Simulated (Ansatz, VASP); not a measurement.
PbSe in VASP and in Ansatz

The input INCAR:

```
SYSTEM = PbSe
ALGO = Normal
EDIFF = 1E-6
ENCUT = 520
GGA = PE
ISIF = 2
ISMEAR = -1
LASPH = .TRUE.
LCHARG = .FALSE.
LREAL = .FALSE.
LWAVE = .FALSE.
NBANDS = 28
NELM = 80
PREC = Accurate
SIGMA = 0.05
```

KPOINTS

```
k-points
0
G
  6 6 3
  0 0 0
```

Contents of POSCAR:

```
PbSe
1.0
    4.4148899595      0.0000000000      0.0000000000
   -0.0103110241      4.4148779187      0.0000000000
   -2.2022894676     -2.2074389594     12.0007990000
Pb Se
2 2
Direct
    0.8068400000      0.8073040000      0.6184430000
    0.1854540000      0.1998100000      0.3823760000
    0.2873320000      0.3231460000      0.6231940000
    0.6842660000      0.6998950000      0.3779650000
```

input.yaml

```yaml
crystal:
  lattice:
    - [4.4148899595, 0.0, 0.0]
    - [-0.0103110241, 4.4148779187, 0.0]
    - [-2.2022894676, -2.2074389594, 12.000799]
  atoms:
    - { symbol: Pb, position: [0.80684, 0.807304, 0.618443] }
    - { symbol: Pb, position: [0.185454, 0.19981, 0.382376] }
    - { symbol: Se, position: [0.287332, 0.323146, 0.623194] }
    - { symbol: Se, position: [0.684266, 0.699895, 0.377965] }
hamiltonian:
  xc: pbe
  pseudopotentials: { kind: paw }
kpoints:
  mp_grid: { grid: [6, 6, 3] }
  band_path:
    path:
      - [[0.0, 0.0, 0.0], [0.5, -0.5, 0.0], [0.518042762, -0.481957238, -0.018042762], [0.5157862591, 0.4842137409, -0.5], [0.5, 0.5, -0.5], [0.0, 0.0, 0.0], [0.0, 0.0, -0.5], [0.4842137409, -0.4842137409, -0.5], [0.5, -0.5, -0.2672569819], [0.518042762, -0.481957238, -0.018042762]]
      - [[0.481957238, 0.481957238, -0.981957238], [0.0, 0.0, -0.5]]
      - [[0.5, 0.5, -0.5], [0.5, 0.5, -0.7327430181]]
      - [[0.5, -0.5, -0.2672569819], [0.5, -0.5, 0.0]]
      - [[0.5, 0.0, -0.5], [0.0, 0.0, 0.0]]
    npoints: 14
scf:
  occupations: { method: fermi_dirac, width: 0.05 }
  n_extra_bands: 10
output:
  forces: true
  stress: true
  eigenvalues: true
  fatbands: false
```

Alike in both runs: functional PBE; k mesh 6 × 6 × 3; occupations fermi-dirac, width 0.05 eV; no spin polarisation.

|  | VASP | Ansatz |
| --- | --- | --- |
| version | VASP 6.6.1 | Ansatz 0.2.0 |
| potentials or method | VASP PAW PBE potentials, release 64 (Pb_d, Se) | Ansatz PAW |
| plane-wave cutoff (eV) | 520 | 420 |
| valence electrons in the cell | 40 | 60 |
| task | single point | band structure |

|  | VASP | Ansatz | Ansatz less VASP |
| --- | --- | --- | --- |
| gap on the k mesh at the Fermi level (eV) | 1.56 | 1.56 | -0.001 |
| least direct gap on the mesh (eV) | 1.56 | 1.56 | -0.001 |
| rms of the force components (eV/Å) | 0.126 | 0.129 | +0.0032 |

Atom by atom the forces differ by 0.004 eV/Å (rms over components). With one functional, cell and mesh, what is left measures potentials, basis and numerics. The two sets of potentials don't hold the same shells in valence.

Caveats: spin-orbit coupling is left out, which as a rule narrows the gap of such compounds by several tenths of an eV; the k mesh misses the band edges, so the gap on the mesh is wider than the one along the path (Ansatz).
